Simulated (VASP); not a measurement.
# B6As (R-3m) in VASP: settings compared, part 2 of 2

VASP 6.6.1.

## (4) Relaxation of cell and atoms, PBEsol

INCAR

```
PREC = Accurate
ENCUT = 600
EDIFF = 1E-6
ISMEAR = 0
SIGMA = 0.03
LREAL = F
LASPH = T
NELM = 80
ALGO = Normal
ISIF = 3
LWAVE = F
LCHARG = F
GGA = PS
IBRION = 2
NSW = 90
EDIFFG = -0.01
KPAR = 4
```

KPOINTS

```
Automatic mesh
0
Gamma
  6 6 6
```

POSCAR

```
B6As
1.0
    3.0684222178      1.7715543935      3.9649353976
   -3.0684222178      1.7715543935      3.9649353976
    0.0000000000     -3.5431087869      3.9649353976
B As
12 2
Direct
    0.0152897200      0.0152897200      0.3248784800
    0.0152897200      0.3248784800      0.0152897200
    0.8218557000      0.2724864900      0.8218557000
    0.8218557000      0.8218557000      0.2724864900
    0.2724864900      0.8218557000      0.8218557000
    0.7275135100      0.1781443000      0.1781443000
    0.1781443000      0.7275135100      0.1781443000
    0.1781443000      0.1781443000      0.7275135100
    0.9847102800      0.6751215200      0.9847102800
    0.9847102800      0.9847102800      0.6751215200
    0.6751215200      0.9847102800      0.9847102800
    0.3248784800      0.0152897200      0.0152897200
    0.6005523500      0.6005523500      0.6005523500
    0.3994476500      0.3994476500      0.3994476500
```

Potentials or basis: VASP PAW PBE potentials, release 64 (B, As).

Started as:

```sh
cat potpaw_PBE.64/B/POTCAR potpaw_PBE.64/As/POTCAR > POTCAR
mpirun -np 4 vasp_std > vasp.out
```

Run time: 1.9 min. Hardware: 4 MPI ranks of Intel Xeon Platinum 8488C (Sapphire Rapids), shared host; peak memory 0.33 GiB.

The run converged. Its results:

| Quantity | Value |
| --- | --- |
| Free energy | -97.0437 eV |
| Relaxed volume | 9.18 Å³/atom |
| Relaxed cell | a = 5.304 Å, b = 5.304 Å, c = 5.304 Å, α = 70.61°, β = 70.61°, γ = 70.61° |
| Space group after relaxing (to 0.05 Å) | R-3m (No. 166) |
| Energy gained by relaxing | 0.2 meV/atom |
| Ionic steps | 6 |
| Pressure after relaxing | 0.0 GPa |
| Largest force after relaxing | 0.007 eV/Å |
| Band gap on the k mesh | 2.62 eV, indirect (least direct gap 2.66 eV) |

Forces in eV/Å, atoms in the order of the input:
```
B    0.000  0.003  0.001
B    0.003 -0.002  0.001
B    0.003 -0.002 -0.006
B    0.000  0.003 -0.006
B   -0.003 -0.002 -0.006
B    0.003  0.002  0.006
B   -0.003  0.002  0.006
B    0.000 -0.003  0.006
B   -0.003  0.002 -0.001
B    0.000 -0.003 -0.001
B    0.003  0.002 -0.001
B   -0.003 -0.002  0.001
As   0.000  0.000  0.005
As   0.000  0.000 -0.005
```

The path:
```
step  energy change (eV)  largest force (eV/Å)  pressure (GPa)  volume (Å³)
   1              0.0000                0.0593           -1.03       129.32
   2             -0.0016                0.0718            0.72       128.21
   3             -0.0026                0.0448            0.05       128.62
   4             -0.0031                0.0227            0.07       128.54
   5             -0.0031                0.0262            0.06       128.53
   6             -0.0033                0.0067            0.00       128.57
```

Final structure:
```yaml
crystal:
  lattice:
    - [3.06531, 1.76976, 3.95001]
    - [-3.06531, 1.76976, 3.95001]
    - [0.00000, -3.53951, 3.95001]
  atoms:
    - { symbol: B, position: [0.01574, 0.01574, 0.32472] }
    - { symbol: B, position: [0.01574, 0.32472, 0.01574] }
    - { symbol: B, position: [0.82195, 0.27235, 0.82195] }
    - { symbol: B, position: [0.82195, 0.82195, 0.27235] }
    - { symbol: B, position: [0.27235, 0.82195, 0.82195] }
    - { symbol: B, position: [0.72765, 0.17805, 0.17805] }
    - { symbol: B, position: [0.17805, 0.72765, 0.17805] }
    - { symbol: B, position: [0.17805, 0.17805, 0.72765] }
    - { symbol: B, position: [0.98426, 0.67528, 0.98426] }
    - { symbol: B, position: [0.98426, 0.98426, 0.67528] }
    - { symbol: B, position: [0.67528, 0.98426, 0.98426] }
    - { symbol: B, position: [0.32472, 0.01574, 0.01574] }
    - { symbol: As, position: [0.60093, 0.60093, 0.60093] }
    - { symbol: As, position: [0.39907, 0.39907, 0.39907] }
```

Levels at points of the mesh, in eV from the valence-band top:
```tsv
k point	band 20	band 21	band 22	band 23	band 24	band 25	band 26	band 27
(0.00, 0.00, 0.00)	-0.21	-0.21	0.00	0.00	4.43	4.71	4.71	5.02
(0.50, 0.00, 0.00)	-1.39	-1.27	-1.05	-0.04	2.62	4.18	4.56	5.10
(0.50, 0.50, 0.00)	-1.54	-0.94	-0.71	-0.23	3.38	4.44	4.73	5.07
(0.50, 0.50, 0.50)	-0.81	-0.78	-0.78	-0.05	2.66	3.74	3.75	4.59
```

Caveat: the PAW data sets were made with another functional, which shifts forces and pressure a little. A k mesh can miss the band edges.

## (5) Relaxation of cell and atoms, PBEsol

This run uses another cell than the first one, of 9.18 Å³/atom, 0.994 times its volume.

INCAR, as its differences from that of step 4:

```diff
@@ -2,3 +2,3 @@
 ENCUT = 600
-EDIFF = 1E-6
+EDIFF = 1E-7
 ISMEAR = 0
@@ -15,3 +15,3 @@
 NSW = 90
-EDIFFG = -0.01
+EDIFFG = -0.005
 KPAR = 4
```

KPOINTS is that of step 4.

POSCAR

```
B6As                                    
1.0
    3.0653076133      1.7697561758      3.9500070733
   -3.0653076133      1.7697561758      3.9500070733
    0.0000000000     -3.5395123514      3.9500070733
  B               As            
    12     2
Direct
     0.0157395454875878    0.0157395454875878    0.3247181538970075
     0.0157395454875878    0.3247181538970075    0.0157395454875878
     0.8219527014186593    0.2723489524863854    0.8219527014186593
     0.8219527014186593    0.8219527014186593    0.2723489524863854
     0.2723489524863854    0.8219527014186593    0.8219527014186593
     0.7276510475136145    0.1780472985813407    0.1780472985813407
     0.1780472985813407    0.7276510475136145    0.1780472985813407
     0.1780472985813407    0.1780472985813407    0.7276510475136145
     0.9842604545124122    0.6752818461029925    0.9842604545124122
     0.9842604545124122    0.9842604545124122    0.6752818461029925
     0.6752818461029925    0.9842604545124122    0.9842604545124122
     0.3247181538970075    0.0157395454875878    0.0157395454875878
     0.6009262672836915    0.6009262672836915    0.6009262672836915
     0.3990737327163085    0.3990737327163085    0.3990737327163085
```

Potentials or basis: VASP PAW PBE potentials, release 64 (B, As).

Started as:

```sh
cat potpaw_PBE.64/B/POTCAR potpaw_PBE.64/As/POTCAR > POTCAR
mpirun -np 4 vasp_std > vasp.out
```

OUTCAR:

```text
PREC = Accurate
   ENCUT = 600
   EDIFF = 1E-7
   ISMEAR = 0
   LREAL = F
   LASPH = T
   NELM = 80
   ISIF = 3
   GGA = PS
   IBRION = 2
   NSW = 90
   EDIFFG = -0.005

 ion  position               nearest neighbor table
   1  0.016  0.016  0.325-  10 1.77   7 1.78   6 1.78   4 1.81   2 1.89  12 1.89
   2  0.016  0.325  0.016-   9 1.77   8 1.78   6 1.78   3 1.81  12 1.89   1 1.89
   3  0.822  0.272  0.822-   8 1.73   6 1.73  10 1.78  11 1.78   2 1.81  13 2.00
   4  0.822  0.822  0.272-   6 1.73   7 1.73   9 1.78  11 1.78   1 1.81  13 2.00
[... 1117 lines left out ...]
  energy-cutoff  :      600.00
  volume of cell :      128.57
      direct lattice vectors                 reciprocal lattice vectors
     3.065219395  1.769705243  3.950335920     0.163120461  0.094177642  0.084381010
    -3.065219395  1.769705243  3.950335920    -0.163120461  0.094177642  0.084381010
     0.000000000 -3.539410486  3.950335920     0.000000000 -0.188355284  0.084381010

 POSITION                                       TOTAL-FORCE (eV/Angst)
 -----------------------------------------------------------------------------------
      0.00000     -1.09342      1.40717         0.000000     -0.001411      0.001693
     -0.94693      0.54671      1.40717        -0.001222      0.000706      0.001693
      1.68480     -0.97272      7.56956         0.000256     -0.000148      0.001295
      0.00000      1.94543      7.56956         0.000000      0.000295      0.001295
     -1.68480     -0.97272      7.56956        -0.000256     -0.000148      0.001295
      1.68480      0.97272      4.28145         0.000256      0.000148     -0.001295
     -1.68480      0.97272      4.28145        -0.000256      0.000148     -0.001295
      0.00000     -1.94543      4.28145         0.000000     -0.000295     -0.001295
      0.94693     -0.54671     10.44384         0.001222     -0.000706     -0.001693
      0.00000      1.09342     10.44384         0.000000      0.001411     -0.001693
     -0.94693     -0.54671     10.44384        -0.001222     -0.000706     -0.001693
      0.94693      0.54671      1.40717         0.001222      0.000706      0.001693
      0.00000      0.00000      7.12182         0.000000     -0.000000     -0.003051
      0.00000      0.00000      4.72919         0.000000      0.000000      0.003051
 -----------------------------------------------------------------------------------
    total drift:                                0.000000      0.000000     -0.000000

  FREE ENERGIE OF THE ION-ELECTRON SYSTEM (eV)
  ---------------------------------------------------
  free  energy   TOTEN  =       -97.0432414539 eV

  energy  without entropy=      -97.0432414539  energy(sigma->0) =      -97.04324145

 reached required accuracy - stopping structural energy minimisation
```

OSZICAR:

```text
N       E                     dE             d eps       ncg     rms          rms(c)
DAV:   1     0.152011255804E+03    0.15201E+03   -0.22908E+04  1984   0.150E+03
DAV:   2    -0.933182363888E+02   -0.24533E+03   -0.23373E+03  2579   0.255E+02
[... 15 lines left out ...]
   1 F= -.97043234E+02 E0= -.97043234E+02  d E =-.970432E+02
       N       E                     dE             d eps       ncg     rms          rms(c)
DAV:   1    -0.970432428736E+02   -0.92761E-05   -0.97104E-04  2222   0.172E-01    0.930E-03
DAV:   2    -0.970432426065E+02    0.26706E-06   -0.24880E-05  2560   0.265E-02    0.533E-03
DAV:   3    -0.970432414469E+02    0.11596E-05   -0.32124E-06  2329   0.926E-03    0.801E-04
DAV:   4    -0.970432414539E+02   -0.69581E-08   -0.41168E-07  2234   0.329E-03
   2 F= -.97043241E+02 E0= -.97043241E+02  d E =-.788769E-05
```

CONTCAR:

```text
B6As
   1.00000000000000
     3.0652193949504878    1.7697052429121616    3.9503359201351023
    -3.0652193949504878    1.7697052429121616    3.9503359201351023
     0.0000000000000000   -3.5394104856243120    3.9503359201350947
  B               As
    12     2
Direct
     0.0157622407172845    0.0157622407172845    0.3246904389503850
[... 17 lines left out ...]
  0.00000000E+00  0.00000000E+00  0.00000000E+00
  0.00000000E+00  0.00000000E+00  0.00000000E+00
  0.00000000E+00  0.00000000E+00  0.00000000E+00
  0.00000000E+00  0.00000000E+00  0.00000000E+00
  0.00000000E+00  0.00000000E+00  0.00000000E+00
  0.00000000E+00  0.00000000E+00  0.00000000E+00
  0.00000000E+00  0.00000000E+00  0.00000000E+00
  0.00000000E+00  0.00000000E+00  0.00000000E+00
  0.00000000E+00  0.00000000E+00  0.00000000E+00
  0.00000000E+00  0.00000000E+00  0.00000000E+00
  0.00000000E+00  0.00000000E+00  0.00000000E+00
```

Wall time 59 s (4 MPI ranks of Intel Xeon Platinum 8488C (Sapphire Rapids), shared host); peak memory 0.34 GiB.

What came out:

```
Free energy                  : -97.0432 eV
Energy gained by relaxing    : 0.0 meV/atom
Ionic steps                  : 2
Pressure after relaxing      : 0.0 GPa
Largest force after relaxing : 0.003 eV/Å
Band gap on the k mesh       : 2.62 eV, indirect (least direct gap 2.66 eV)
```

Forces in eV/Å, atoms in the order of the input:
```
B    0.000 -0.001  0.002
B   -0.001  0.001  0.002
B    0.000  0.000  0.001
B    0.000  0.000  0.001
B    0.000  0.000  0.001
B    0.000  0.000 -0.001
B    0.000  0.000 -0.001
B    0.000  0.000 -0.001
B    0.001 -0.001 -0.002
B    0.000  0.001 -0.002
B   -0.001 -0.001 -0.002
B    0.001  0.001  0.002
As   0.000  0.000 -0.003
As   0.000  0.000  0.003
```

Final structure:
```cif
data_structure
_symmetry_space_group_name_H-M 'P 1'
_symmetry_Int_Tables_number 1
_cell_length_a 5.3040
_cell_length_b 5.3040
_cell_length_c 5.3040
_cell_angle_alpha 70.607
_cell_angle_beta 70.607
_cell_angle_gamma 70.607
_cell_volume 128.57
loop_
_atom_site_label
_atom_site_type_symbol
_atom_site_fract_x
_atom_site_fract_y
_atom_site_fract_z
_atom_site_occupancy
B1 B 0.01576 0.01576 0.32469 1
B2 B 0.01576 0.32469 0.01576 1
B3 B 0.82194 0.27229 0.82194 1
B4 B 0.82194 0.82194 0.27229 1
B5 B 0.27229 0.82194 0.82194 1
B6 B 0.72771 0.17806 0.17806 1
B7 B 0.17806 0.72771 0.17806 1
B8 B 0.17806 0.17806 0.72771 1
B9 B 0.98424 0.67531 0.98424 1
B10 B 0.98424 0.98424 0.67531 1
B11 B 0.67531 0.98424 0.98424 1
B12 B 0.32469 0.01576 0.01576 1
As1 As 0.60095 0.60095 0.60095 1
As2 As 0.39905 0.39905 0.39905 1
```

Levels at points of the mesh, in eV from the valence-band top:
```
           k point  band 20  band 21  band 22  band 23  band 24  band 25  band 26  band 27
(0.00, 0.00, 0.00)    -0.21    -0.21     0.00     0.00     4.43     4.71     4.71     5.02
(0.50, 0.00, 0.00)    -1.39    -1.27    -1.05    -0.04     2.62     4.18     4.56     5.10
(0.50, 0.50, 0.00)    -1.54    -0.94    -0.71    -0.23     3.38     4.44     4.73     5.07
(0.50, 0.50, 0.50)    -0.81    -0.78    -0.78    -0.05     2.66     3.74     3.75     4.59
```

Caveat: the PAW data sets were made with another functional, which shifts forces and pressure a little. A k mesh can miss the band edges.
